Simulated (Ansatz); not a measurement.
# Te2Mo (P2_1/m) in Ansatz: single point with PBE

Aim: the single point of Te2Mo with PBE.

All numbers are computed with Ansatz 0.2.0; they aren't measurements. Logs are shortened: lines on timing, memory, paths and dates and some standing lists are left out, and cuts for length are marked.

### 1 The crystal as given

The structure is monoclinic, space group P2_1/m (No. 11). The conventional cell has a = 6.330 Å, b = 3.469 Å, c = 13.860 Å, α = 90.00°, β = 93.92°, γ = 90.00°. Around Te (site symmetry m) lie 3 Mo at 2.79 to 2.81 Å. Te (site symmetry m) has 3 Mo at 2.70 Å as nearest neighbours. Te (site symmetry m) is surrounded by 3 Mo at 2.79 to 2.82 Å. Te (site symmetry m) is surrounded by 3 Mo at 2.70 to 2.71 Å. Around Mo (site symmetry m) lie 6 Te at 2.70 to 2.82 Å and 2 Mo at 2.89 Å. Mo (site symmetry m) is surrounded by 6 Te at 2.70 to 2.81 Å and 2 Mo at 2.90 Å.

### 2 Single point, PBE

Input file input.yaml:

```yaml
crystal:
  lattice:
    - [6.33, 0.0, 0.0]
    - [0.0, 3.469, 0.0]
    - [-0.9467947088, 0.0, 13.8276237937]
  atoms:
    - { symbol: Te, position: [0.9437, 0.75, 0.6045] }
    - { symbol: Te, position: [0.0563, 0.25, 0.3955] }
    - { symbol: Te, position: [0.903, 0.25, 0.8514] }
    - { symbol: Te, position: [0.097, 0.75, 0.1486] }
    - { symbol: Te, position: [0.4112, 0.75, 0.8955] }
    - { symbol: Te, position: [0.5888, 0.25, 0.1045] }
    - { symbol: Te, position: [0.4432, 0.25, 0.6484] }
    - { symbol: Te, position: [0.5568, 0.75, 0.3516] }
    - { symbol: Mo, position: [0.8167, 0.75, 0.9926] }
    - { symbol: Mo, position: [0.1833, 0.25, 0.0074] }
    - { symbol: Mo, position: [0.6819, 0.25, 0.4934] }
    - { symbol: Mo, position: [0.3181, 0.75, 0.5066] }
hamiltonian:
  xc: pbe
  pseudopotentials: { kind: paw }
kpoints:
  mp_grid: { grid: [4, 8, 2] }
scf:
  occupations: { method: fermi_dirac, width: 0.05 }
basis:
  ecutwfc: "350 eV"
output:
  forces: true
  stress: true
  eigenvalues: true
```

Potentials or basis: Ansatz PAW.

On the command line:

```bash
$ ansatz run input.yaml --threads 2 --pin off --max-ram 5120MiB --backend cpu --events-out ev --progress --plain --runs-dir out
```

Standard output:

```text
Warning: basis.ecutwfc = 350 eV is below the records' recommended 420 eV, and the density's cutoff is lower with it unless basis.ecutrho_ratio is high enough to keep the records' density cutoff: compare with a run at a higher cutoff
Warning: RAYON_NUM_THREADS=2 ignored (pool sized by the plan → 2); use --threads N
Engine: ansatz 0.2.0, aarch64-unknown-linux-gnu
Pseudopotentials: kind: paw
Pseudopotential: Te, paw, valence charge 16, recommended cutoff 420 eV (normal), Te.paw.azcp
Pseudopotential: Mo, paw, valence charge 14, recommended cutoff 420 eV (normal), Mo.paw.azcp
Functional definition: PBE
  parameter kappa = 0.804
  parameter beta = 0.06672455060314922
  exchange = pbe_x(kappa = kappa, mu = beta*pi^2/3)
  correlation = pbe_c(beta = beta)
Crystal: 12 atoms, lattice volume = 303.638 Å³
Basis set: ecut = 350 eV, 4513 PW (Γ), exchange–correlation on 80×48×180 points (8 copies of the dense FFT grid, shifted against one another)
Bands: 111, of which v1, the nominal top of the filled ones, is band 92 counted from 1 (91 counted from 0)
Symmetry: 4 space group operations
Space group: P21/m (ITA 11), of the structure as read, at distance tolerance 6.7e-5 Å
k-points: 30 of 64
Non-local potential: Te, projectors of the file, l = 0: 2, l = 1: 2, l = 2: 2, l = 3: 2
Non-local potential: Mo, projectors of the file, l = 0: 3, l = 1: 2, l = 2: 2, l = 3: 1
PAW form: soft (Blöchl's): semilocal exchange-correlation on the pseudo side does not see the compensation charge
PAW one-centre angular grid: Te, 590 points (default); XC on 64 Gauss nodes
PAW one-centre angular grid: Mo, 590 points (default); XC on 64 Gauss nodes
Initial density: superposition of atomic densities (neutral atoms: chi_scale 0, normalization atom), corrected by the library's trained network
Initial wavefunctions: pseudopotential atomic-orbital guess
Functional: x = pbe(κ = 0.804, μ = 0.2195149727645171), c = pbe(β = 0.06672455060314922)
SCF iter   1: F=—  HF=-75666.581908 eV  |F-HF|=—  |Δ(HF+E_count)|=         —  Δρ=4.50e-3  dr2=6.67e-2  ethr=1.77e-3  ⟨swp⟩=6.0  Hψ=11948  notcnv=0  defer=17
preconditioner: auto → LDOS  [metal: Δε(μ)=0.002 eV  Ē_g=7.238 eV  σ=0.050 eV  W_gap=0.01  n_scr=82 (ndim 8)  ℏωp=18.1 eV  f_vac=0.028  D(μ)=4.27/eV (n_scr^D=16)  β→1.0]
SCF iter   2: F=—  HF=-75666.602493 eV  |F-HF|=—  |Δ(HF+E_count)|=   2.06e-2  Δρ=2.76e-3  dr2=8.89e-2  ethr=3.62e-5  ⟨swp⟩=2.0  Hψ=5227  notcnv=0  defer=226
SCF iter   3: F=—  HF=-75666.594179 eV  |F-HF|=—  |Δ(HF+E_count)|=   8.31e-3  Δρ=9.50e-4  dr2=9.93e-3  ethr=3.62e-5  ⟨swp⟩=2.0  Hψ=4238  notcnv=0  defer=226
SCF iter   4: F=—  HF=-75666.593124 eV  |F-HF|=—  |Δ(HF+E_count)|=   1.06e-3  Δρ=1.94e-4  dr2=2.98e-4  ethr=5.40e-6  ⟨swp⟩=2.0  Hψ=3619  notcnv=0  defer=226
SCF iter   5: F=—  HF=-75666.593082 eV  |F-HF|=—  |Δ(HF+E_count)|=   4.21e-5  Δρ=3.24e-5  dr2=9.19e-6  ethr=1.62e-7  ⟨swp⟩=2.0  Hψ=4063  notcnv=0  defer=226
SCF iter   6: F=—  HF=-75666.593026 eV  |F-HF|=—  |Δ(HF+E_count)|=   5.61e-5  Δρ=8.96e-6  dr2=3.57e-7  ethr=5.00e-9  ⟨swp⟩=2.1  Hψ=5625  notcnv=0  defer=220
SCF iter   7: F=-75666.593026 eV  HF=-75666.593026 eV  |F-HF|=1.54e-8  |Δ(HF+E_count)|=   1.04e-7  Δρ=2.91e-6  dr2=3.67e-8  ethr=5.43e-11  ⟨swp⟩=11.2  Hψ=14966  notcnv=0
SCF 1 converged in 7 iterations: F = -75666.593026 eV  dr2 = 3.67e-8
SCF converged after 7 iterations
Free energy (F): -75666.593026 eV
Harris-Foulkes:  -75666.593026 eV  (|F-HF|=1.54e-8)
Internal energy: -75666.558015 eV  (E = F + TS)
E sigma→0 (E₀):  -75666.575520 eV
Entropy (-TS):   -0.035011 eV (-2.918 meV/atom)
Fermi energy:    12.505060 eV
--- Per-component energies (eV) ---
  E_band       = -2329.500118
  E_kinetic    = 3217.918831
  E_local      = -15192.905781  (includes V_loc(G=0)·N_el)
  E_nonlocal   = -1906.739855
  E_hartree    = 8463.049622
  E_xc         = -1731.690458
  E_vxc        = -1754.045481  (∫ρ·V_xc dr)
  E_paw        = -50107.105376  (= ΣΔE_a)
  E_vpaw       = -3619.821463  (= ΣTr[D̂ρ^β])
  E_aug_tail   = -0.004156  (compensation charges beyond the density's cutoff)
  E_ewald      = -18409.080843
  E_smearing   = -0.035011  (= −TS)
  E_closure    = 0.000000  (closes the sum)
  Σ components = -75666.593026   (vs F -75666.593026, Δ=0.00e0)
--- Forces (eV/Å), atoms counted from 1 ---
  atom   1  Te     0.07423377     0.00000000     0.06631011
  atom   2  Te    -0.07423377     0.00000000    -0.06631011
  atom   3  Te    -0.00941336     0.00000000    -0.14817807
  atom   4  Te     0.00941336     0.00000000     0.14817807
  atom   5  Te     0.05686753     0.00000000    -0.02735460
  atom   6  Te    -0.05686753     0.00000000     0.02735460
  atom   7  Te    -0.01844690     0.00000000     0.10774164
  atom   8  Te     0.01844690     0.00000000    -0.10774164
  atom   9  Mo     0.08490352     0.00000000     0.02196790
  atom  10  Mo    -0.08490352     0.00000000    -0.02196790
  atom  11  Mo    -0.17400369     0.00000000     0.03124783
  atom  12  Mo     0.17400369     0.00000000    -0.03124783
  max |Σ_I F_I| component: 3.47e-18 eV/Å
--- Stress (GPa, compression-positive) ---
        2.809429       0.000000       0.085736
        0.000000       2.411814       0.000000
        0.085736       0.000000       2.398821
  P = ⅓ Tr σ = 2.5400 GPa (25.400 kbar)
--- Band table (eV; the first three rows and the last of 30) ---
  k-point 0: bands = ["-48.5783", "-48.5540", "-48.5217", "-48.4961", "-24.5550", "-24.5482", "-24.5389", "-24.5384", "-24.5229", "-24.5156", "-24.5117", "-24.5054", "-24.5052", "-24.5045", "-24.4970", "-24.4833", "-24.4790", "-24.4757", "-24.4733", "-24.4722", "-24.4650", "-24.4542", "-24.4511", "-24.4502", "-24.4424", "-24.4400", "-24.4366", "-24.4345", "-24.4179", "-24.4141", "-24.4080", "-24.4011", "-24.3992", "-24.3959", "-24.3700", "-24.3651", "-24.3584", "-24.3577", "-24.3495", "-24.3455", "-24.3278", "-24.3202", "-24.3125", "-24.3083", "-22.8204", "-22.7990", "-22.7363", "-22.7178", "-22.7128", "-22.6931", "-22.5820", "-22.5594", "-22.5550", "-22.5318", "-22.4067", "-22.3799", "-0.6970", "-0.3765", "0.2131", "0.7352", "1.1662", "1.3583", "1.3642", "1.6080", "6.5498", "6.7200", "6.8557", "7.4049", "7.8521", "8.0109", "8.2556", "8.4054", "9.0112", "9.9039", "9.9170", "9.9951", "10.0078", "10.0486", "10.1694", "10.4950", "10.6688", "10.6874", "11.0844", "11.2355", "11.5664", "11.7766", "11.8863", "12.0057", "12.0759", "12.3889", "12.5960", "12.6230", "12.9421", "13.1887", "13.4088", "13.5047", "13.6139", "14.2765", "14.5185", "14.5398", "14.7423", "15.1890", "15.4794", "15.4885", "15.6631", "15.8046", "15.9466", "16.1059", "17.0452", "17.1764", "17.5743"]
  k-point 1: bands = ["-48.5783", "-48.5540", "-48.5217", "-48.4961", "-24.5550", "-24.5482", "-24.5389", "-24.5384", "-24.5229", "-24.5156", "-24.5117", "-24.5054", "-24.5053", "-24.5045", "-24.4970", "-24.4833", "-24.4790", "-24.4757", "-24.4733", "-24.4722", "-24.4650", "-24.4542", "-24.4511", "-24.4502", "-24.4424", "-24.4400", "-24.4366", "-24.4345", "-24.4180", "-24.4141", "-24.4080", "-24.4011", "-24.3992", "-24.3959", "-24.3700", "-24.3651", "-24.3584", "-24.3577", "-24.3495", "-24.3455", "-24.3278", "-24.3202", "-24.3125", "-24.3083", "-22.8204", "-22.7990", "-22.7363", "-22.7178", "-22.7128", "-22.6931", "-22.5820", "-22.5593", "-22.5550", "-22.5318", "-22.4067", "-22.3799", "-0.5900", "-0.5553", "0.4968", "0.5231", "1.1886", "1.2017", "1.5424", "1.5607", "6.6520", "6.6999", "7.1374", "7.1736", "7.5777", "7.7022", "8.3985", "8.6098", "9.4693", "9.6138", "9.9373", "9.9575", "10.0129", "10.0439", "10.2783", "10.3268", "10.6283", "10.7886", "11.0469", "11.1413", "11.7030", "11.7368", "11.8143", "11.8660", "12.4375", "12.4753", "12.4892", "12.4903", "12.9573", "13.0682", "13.4280", "13.4888", "13.9919", "14.2137", "14.5217", "14.5982", "14.6069", "14.6214", "15.7464", "15.7504", "15.7657", "15.7946", "15.8601", "15.8650", "17.1991", "17.3623", "17.6139"]
  k-point 2: bands = ["-48.5753", "-48.5510", "-48.5230", "-48.4974", "-24.5522", "-24.5449", "-24.5401", "-24.5393", "-24.5201", "-24.5127", "-24.5123", "-24.5069", "-24.5062", "-24.5058", "-24.4963", "-24.4836", "-24.4801", "-24.4760", "-24.4738", "-24.4737", "-24.4642", "-24.4514", "-24.4508", "-24.4469", "-24.4428", "-24.4404", "-24.4381", "-24.4362", "-24.4145", "-24.4108", "-24.4086", "-24.4026", "-24.4009", "-24.3976", "-24.3707", "-24.3649", "-24.3600", "-24.3579", "-24.3493", "-24.3453", "-24.3276", "-24.3203", "-24.3122", "-24.3081", "-22.8171", "-22.7958", "-22.7568", "-22.7334", "-22.7083", "-22.6835", "-22.6021", "-22.5752", "-22.5476", "-22.5199", "-22.4080", "-22.3812", "-0.5205", "-0.2015", "0.3332", "0.8382", "1.2541", "1.4375", "1.4740", "1.7128", "6.7326", "6.9080", "7.0271", "7.5076", "7.8924", "8.2077", "8.3556", "8.3979", "8.9355", "9.4896", "9.6094", "9.7041", "9.8468", "10.0909", "10.1903", "10.2184", "10.6242", "10.6972", "10.7011", "11.1306", "11.3222", "11.5393", "11.5773", "11.5838", "11.9183", "12.2476", "12.2539", "12.4048", "12.5037", "12.7627", "13.6311", "13.7590", "13.8109", "14.2475", "14.3633", "14.4082", "14.6131", "14.6581", "14.8091", "14.9960", "15.2292", "15.6678", "15.6867", "15.8483", "17.3054", "17.3672", "18.1815"]
  k-point 29: bands = ["-48.5443", "-48.5443", "-48.5194", "-48.5194", "-24.5517", "-24.5517", "-24.5264", "-24.5264", "-24.5181", "-24.5181", "-24.5178", "-24.5178", "-24.4945", "-24.4945", "-24.4889", "-24.4889", "-24.4853", "-24.4853", "-24.4754", "-24.4754", "-24.4566", "-24.4566", "-24.4450", "-24.4450", "-24.4420", "-24.4420", "-24.4282", "-24.4282", "-24.4097", "-24.4097", "-24.4092", "-24.4092", "-24.3921", "-24.3921", "-24.3716", "-24.3716", "-24.3608", "-24.3608", "-24.3457", "-24.3457", "-24.3234", "-24.3234", "-24.3085", "-24.3085", "-22.8596", "-22.8596", "-22.8372", "-22.8372", "-22.6439", "-22.6439", "-22.6182", "-22.6182", "-22.4677", "-22.4677", "-22.4402", "-22.4402", "1.4344", "1.4344", "1.5345", "1.5345", "1.8056", "1.8056", "1.8702", "1.8702", "6.5293", "6.5293", "6.6044", "6.6044", "7.5354", "7.5354", "7.6551", "7.6551", "8.8527", "8.8527", "9.0884", "9.0884", "9.8156", "9.8156", "9.8949", "9.8949", "10.1395", "10.1395", "10.2000", "10.2000", "10.6187", "10.6187", "10.7061", "10.7061", "11.4460", "11.4460", "11.5287", "11.5287", "13.5303", "13.5303", "13.5513", "13.5513", "14.1518", "14.1518", "14.2518", "14.2518", "14.6733", "14.6733", "14.8141", "14.8141", "15.7863", "15.7863", "15.9228", "15.9228", "17.0170", "17.0170", "17.1957"]
```

Wall time 23 s (2 threads of Arm Neoverse V1, shared host); peak memory 0.93 GiB.

Results:

| Property | Result |
| --- | --- |
| Free energy | -75666.5930 eV |
| Pressure | 2.5 GPa |
| Largest force | 0.177 eV/Å |
| Band gap on the k mesh | none (metal or under the smearing width) |

Forces on the atoms (eV/Å):
```
Te   0.074  0.000  0.066
Te  -0.074  0.000 -0.066
Te  -0.009  0.000 -0.148
Te   0.009  0.000  0.148
Te   0.057  0.000 -0.027
Te  -0.057  0.000  0.027
Te  -0.018  0.000  0.108
Te   0.018  0.000 -0.108
Mo   0.085  0.000  0.022
Mo  -0.085  0.000 -0.022
Mo  -0.174  0.000  0.031
Mo   0.174  0.000 -0.031
```

Stress tensor (GPa, compression positive):
```
2.81 0.00 0.09
0.00 2.41 0.00
0.09 0.00 2.40
```

Levels at points of the mesh, in eV from the Fermi level:
| k point | band 90 | band 91 | band 92 | band 93 | band 94 | band 95 |
| --- | --- | --- | --- | --- | --- | --- |
| (0.00, 0.00, 0.00) | -0.12 | 0.09 | 0.12 | 0.44 | 0.68 | 0.90 |
| (0.00, 0.00, -0.50) | -0.03 | -0.02 | -0.01 | 0.45 | 0.56 | 0.92 |
| (0.00, -0.50, 0.00) | -1.52 | -1.46 | -1.46 | 1.02 | 1.02 | 1.16 |
| (0.00, -0.50, -0.50) | -1.56 | -1.47 | -1.47 | 1.01 | 1.01 | 1.16 |
| (-0.50, 0.00, 0.00) | -0.82 | -0.66 | -0.57 | -0.07 | -0.01 | 0.89 |
| (-0.50, 0.00, -0.50) | -0.82 | -0.65 | -0.41 | -0.03 | 0.03 | 0.85 |
| (-0.50, -0.50, 0.00) | -1.07 | -0.98 | -0.98 | 1.01 | 1.01 | 1.08 |
| (-0.50, -0.50, -0.50) | -1.06 | -0.98 | -0.98 | 1.03 | 1.03 | 1.05 |

Caveat: the cutoff lies under the one recommended for these potentials.
